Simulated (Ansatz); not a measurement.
# ReS2 monolayer (2H): phonons and vibrational spectra, part 2 of 2

Wanted: phonon frequencies of ReS2 monolayer (2H) and what follows from them.

Ansatz 0.2.0; DFT PBE, scalar-relativistic, plane waves, PAW.

So far. Step 3 (Tight relaxation): The largest force component left is 0.028 meV/Å, within the tolerances set. Step 4 (Zone-centre response): Before it was imposed, the acoustic sum rule was missed by 5.7e-5 eV/Å². Small misses are needed for a sound result but don't prove that mesh and cutoff are converged. The lowest optical mode is real, 276 cm⁻¹.

**5. Phonons on a q mesh (continued)**

Frequencies (cm⁻¹) solved at each irreducible wavevector; negative means imaginary. Frequencies by wavevector, by row:

| q in reciprocal lattice units | star | mode 1 | mode 2 | mode 3 | mode 4 | mode 5 | mode 6 | mode 7 | mode 8 | mode 9 |
| --- | --- | --- | --- | --- | --- | --- | --- | --- | --- | --- |
| 0 0 0 | 1 | 0 | 0 | 0 | 276 | 276 | 320.7 | 320.7 | 366.3 | 387.1 |
| 0 0.1667 0 | 6 | -15.9 | 28.5 | 66.7 | 281.9 | 282.1 | 319.6 | 323.7 | 339.1 | 377.9 |
| 0 0.3333 0 | 6 | 29.2 | 32.4 | 75.2 | 280.1 | 290 | 307 | 312.1 | 322.8 | 365.5 |
| 0 -0.5 0 | 3 | -127.5 | 50.3 | 99.3 | 284.8 | 287.3 | 306.7 | 309.2 | 333.1 | 362.6 |
| 0.1667 0.1667 0 | 6 | -63.2 | 64.9 | 87.7 | 274.7 | 296.1 | 309.9 | 314.3 | 319.7 | 362.4 |
| 0.1667 0.3333 0 | 12 | -115.7 | 46.2 | 95.8 | 275.5 | 290.2 | 307 | 313 | 324.6 | 351.5 |
| 0.3333 0.3333 0 | 2 | -106.7 | -49.4 | 104.9 | 274.8 | 289.2 | 310.3 | 318.3 | 324.4 | 346.9 |

Interpolated from a 6×6×1 q mesh. The phonon branches at the labelled points (cm⁻¹):

| point | branch 1 | branch 2 | branch 3 | branch 4 | branch 5 | branch 6 | branch 7 | branch 8 | branch 9 |
| --- | --- | --- | --- | --- | --- | --- | --- | --- | --- |
| Γ | 0 | 0 | 0 | 276 | 276 | 321 | 321 | 366 | 387 |
| halfway | 14 | 54 | 80 | 282 | 288 | 316 | 318 | 322 | 371 |
| M | -128 | 50 | 99 | 285 | 287 | 307 | 309 | 333 | 363 |
| halfway | -128 | 39 | 101 | 278 | 288 | 308 | 313 | 329 | 351 |
| K | -107 | -49 | 105 | 275 | 289 | 310 | 318 | 324 | 347 |
| halfway | -63 | 65 | 88 | 275 | 296 | 310 | 314 | 320 | 362 |
| Γ | 0 | 0 | 0 | 276 | 276 | 321 | 321 | 366 | 387 |

The phonon density of states has structure finer than the step of the table below, so its rows give means over 20 cm⁻¹, whole bins alone (the curve runs from -132 to 388 cm⁻¹). Peaks (cm⁻¹: height): 47.5: 0.0416, 97.5: 0.0360, 277.5: 0.125, 287.5: 0.0841, 312.5: 0.128, 322.5: 0.140, 362.5: 0.0476.

Tetrahedra on a 24×24×1 mesh, mean over bins of 5 cm-1. Interpolated from a 6×6×1 q mesh. Phonon density of states against wavenumber; means over each step:

| wavenumber (cm⁻¹) | phonon density of states (1/cm⁻¹/cell) |
| --- | --- |
| -120 | 0.0148 |
| -100 | 0.00838 |
| -80 | 0.00476 |
| -60 | 0.00413 |
| -40 | 0.00609 |
| -20 | 0.0107 |
| 0 | 0.00551 |
| 20 | 0.00682 |
| 40 | 0.0192 |
| 60 | 0.0218 |
| 80 | 0.0263 |
| 100 | 0.0206 |
| 120 | 2.9e-5 |
| 140 | 0 |
| 160 | 0 |
| 180 | 0 |
| 200 | 0 |
| 220 | 0 |
| 240 | 0 |
| 260 | 0.00233 |
| 280 | 0.0741 |
| 300 | 0.0601 |
| 320 | 0.100 |
| 340 | 0.0182 |
| 360 | 0.0339 |

The partial phonon density of states has structure finer than the step of the table below, so its rows give means over 20 cm⁻¹, whole bins alone (the curve runs from -138 to 409 cm⁻¹). Peaks (cm⁻¹: height): Re -114.4: 0.0146, -90.3: 0.00855, -25.0: 0.0101, 50.8: 0.0266, 81.7: 0.0243, 98.9: 0.0254, 315.8: 0.0182; S 277.9: 0.0821, 312.3: 0.0998, 360.5: 0.0362.

Phonopy on the run's constants, 19x19x1 mesh, Gaussian sigma 3.9 cm-1. Interpolated from a 6×6×1 q mesh. Partial phonon density of states against wavenumber; means over each step; values in 1/cm⁻¹/cell:

| wavenumber (cm⁻¹) | Re | S |
| --- | --- | --- |
| -120 | 0.0120 | 0.00236 |
| -100 | 0.00706 | 0.00162 |
| -80 | 0.00315 | 8.3e-4 |
| -60 | 0.00424 | 0.00108 |
| -40 | 0.00455 | 0.00114 |
| -20 | 0.00824 | 0.00254 |
| 0 | 0.00264 | 9.2e-4 |
| 20 | 0.00620 | 0.00176 |
| 40 | 0.0146 | 0.00391 |
| 60 | 0.0177 | 0.00427 |
| 80 | 0.0225 | 0.00450 |
| 100 | 0.0177 | 0.00276 |
| 120 | 2.9e-4 | 4.1e-5 |
| 140 | 0 | 0 |
| 160 | 0 | 0 |
| 180 | 0 | 0 |
| 200 | 0 | 0 |
| 220 | 0 | 0 |
| 240 | 0 | 0 |
| 260 | 4.8e-4 | 0.00342 |
| 280 | 0.00537 | 0.0661 |
| 300 | 0.00302 | 0.0592 |
| 320 | 0.0142 | 0.0837 |
| 340 | 0.00225 | 0.0176 |
| 360 | 0.00229 | 0.0309 |
| 380 | 2.9e-4 | 0.0108 |

Symmetry leaves 7 wavevectors to solve. The lowest mode among them, the acoustic zeros apart, lies at q = (0, -0.5, 0) and is imaginary, 127.5i cm⁻¹, so the energy falls along it.

**6. Isotope substitution**

An isotope changes the mass and not the force constants, so no new electronic calculation is needed; the shifts show which modes move this element.

The same force constants with the mass of S changed from 32.060 to 33.968 u (phonopy, no LO-TO term). Both lists are sorted by frequency; levels can cross, so a row need not hold one and the same mode. Modes under 3 cm⁻¹ are left out. Isotope shifts, by row:

| q | rank | natural mass (cm⁻¹) | changed mass (cm⁻¹) |
| --- | --- | --- | --- |
| 0 0 0 | 4 | 276 | 268.1 |
| 0 0 0 | 5 | 276 | 268.1 |
| 0 0 0 | 6 | 320.7 | 313.9 |
| 0 0 0 | 7 | 320.7 | 313.9 |
| 0 0 0 | 8 | 366.3 | 358.6 |
| 0 0 0 | 9 | 387.1 | 376 |
| 0 0.1667 0 | 1 | -15.88 | -15.76 |
| 0 0.1667 0 | 2 | 28.53 | 28.3 |
| 0 0.1667 0 | 3 | 66.67 | 66.26 |
| 0 0.1667 0 | 4 | 281.9 | 273.9 |
| 0 0.1667 0 | 5 | 282.1 | 274.6 |
| 0 0.1667 0 | 6 | 319.6 | 312.8 |
| 0 0.1667 0 | 7 | 323.7 | 316.2 |
| 0 0.1667 0 | 8 | 339.1 | 331.5 |
| 0 0.1667 0 | 9 | 377.9 | 367.4 |
| 0 0.3333 0 | 1 | 29.22 | 29.11 |
| 0 0.3333 0 | 2 | 32.43 | 32.2 |
| 0 0.3333 0 | 3 | 75.25 | 74.83 |
| 0 0.3333 0 | 4 | 280.1 | 273.5 |
| 0 0.3333 0 | 5 | 290 | 281.8 |
| 0 0.3333 0 | 6 | 307 | 298.4 |
| 0 0.3333 0 | 7 | 312.1 | 305.4 |
| 0 0.3333 0 | 8 | 322.8 | 314.3 |
| 0 0.3333 0 | 9 | 365.5 | 355.6 |
| 0 -0.5 0 | 1 | -127.5 | -127.1 |
| 0 -0.5 0 | 2 | 50.33 | 49.99 |
| 0 -0.5 0 | 3 | 99.35 | 98.95 |
| 0 -0.5 0 | 4 | 284.8 | 277.6 |
| 0 -0.5 0 | 5 | 287.3 | 279.1 |
| 0 -0.5 0 | 6 | 306.7 | 298.2 |
| 0 -0.5 0 | 7 | 309.2 | 302.4 |
| 0 -0.5 0 | 8 | 333.1 | 324.3 |
| 0 -0.5 0 | 9 | 362.6 | 352.7 |

A mode of this element alone would shift by -2.85 %. The highest zone-centre frequency without the field goes from 387.1 to 376.0 cm⁻¹ (-2.8 %). The product of the frequency ratios over all optical modes at Γ is 0.860; the product rule, (m/m′)^(3k/2) (M′/M)^(3/2) with k = 2 such atoms and M the mass of the cell, gives 0.860.

**7. Summary of results**

```
space group after relaxation (within 0.01 Å)            : P-6m2
area per atom                                           : 3.17 Å²
electronic character                                    : no gap on this mesh
highest optical mode at the zone centre (no LO-TO term) : 387 cm⁻¹
lowest optical zone-centre mode                         : 276 cm⁻¹
lowest mode on the q mesh (acoustic modes at Γ apart)   : -127 cm⁻¹
highest frequency on the path or at a solved wavevector : 387 cm⁻¹
imaginary modes on the 6×6×1 q mesh                     : yes
```

**Reading.** Modes are clearly imaginary (beyond 10i cm⁻¹) at 5 of the 7 irreducible wavevectors, most at q = (0, -0.5, 0) (127.5i cm⁻¹), so this structure is not a minimum of the energy. The optical modes at Γ span 276 to 387 cm⁻¹. The highest mode in this list at Γ, 387.1 cm⁻¹, is mostly motion of S (100 % of the kinetic energy). With no gap, or one that is small against the smearing, the frequencies hang on the k mesh and the smearing, most of all near Kohn anomalies. The phonon runs are without spin polarisation, although the cell has an odd electron count. In a sheet or slab the interpolated bending branch near Γ is rough, since the rotational sum rule isn't imposed. Spin-orbit coupling is left out, which can matter for the heavy elements here. A phonon run warned that its eigensolver left some bands unconverged in a pass. The starting cell was built on a prototype and not taken from a measurement. These are harmonic frequencies at zero temperature: anharmonic shifts, linewidths and thermal expansion are left out.

[Logs are printed without paths, hosts, clocks, repeated set-up lines and the standing remarks that a program may print on its own settings, such as how far it seeks lower states.]

[Hosts, paths, dates, database ids (printed as entryN), source tags and the programs' standing remarks are cut or masked in the printed files.]
